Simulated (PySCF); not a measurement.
Dipole moment and polarisability across levels of theory

Species: spiropentane, C5H8.
Bonds: C1–C2, C2–C3, C3–C4, C4–C5, C1–C3, C3–C5. Hydrogens: H6, H7 on C1; H8, H9 on C2; H10, H11 on C4; H12, H13 on C5.

PySCF, dipoles from the SCF density, polarisabilities from static response with core orbitals frozen. Isolated species at its PBE0-D3(BJ)/def2-SVP geometry, gas phase.

Q: How do dipole and polarisability depend on functional and basis here?

A: 

| level | α (au) | error (%) | anisotropy (au) |
| --- | --- | --- | --- |
| LDA/def2-SVPD | 59.69 | +9.9 | 12.16 |
| PBE/def2-SVPD | 59.05 | +8.7 | 12.10 |
| B3LYP/def2-SVPD | 57.78 | +6.4 | 11.42 |
| PBE0/def2-SVPD | 57.15 | +5.2 | 11.33 |
| BHandHLYP/def2-SVPD | 56.05 | +3.2 | 10.70 |
| CAM-B3LYP/def2-SVPD | 56.83 | +4.6 | 10.76 |
| wB97X-D/def2-SVPD | 56.89 | +4.7 | 11.09 |
| LC-wPBE/def2-SVPD | 55.21 | +1.6 | 10.21 |
| HF/def2-SVPD | 54.56 | +0.4 | 9.91 |
| PBE0/6-31G* | 48.95 | -9.9 | 6.79 |
| PBE0/6-31+G* | 55.06 | +1.4 | 11.12 |
| PBE0/def2-SVP | 50.84 | -6.4 | 8.36 |
| PBE0/aug-cc-pVDZ | 58.86 | +8.4 | 12.23 |
| PBE0/def2-TZVP | 56.88 | +4.7 | 10.73 |
| PBE0/def2-TZVPD | 58.59 | +7.9 | 11.99 |

Reference polarisability: 8.049 Å³ (measured, gas; NIST CCCBDB Release 22 (SRD 101), experimental polarizabilities). The anisotropy is √(½[(α1 − α2)² + (α2 − α3)² + (α3 − α1)²]). For the polarisability, the smallest error is 0.4% (HF/def2-SVPD) and the largest 9.9% (PBE0/6-31G* and LDA/def2-SVPD). The dipole stays under 0.05 D at every level. In one basis (def2-SVPD) the functionals order the polarisability from HF (lowest) to LDA (highest), a spread of 9%. With PBE0 the polarisability is 52.23 au without diffuse functions (mean of 6-31G*, def2-SVP and def2-TZVP) and 57.42 au with them (mean of 6-31+G*, def2-SVPD, aug-cc-pVDZ and def2-TZVPD). Measured values can belong to vibrating molecules; the computed ones are for one fixed geometry.
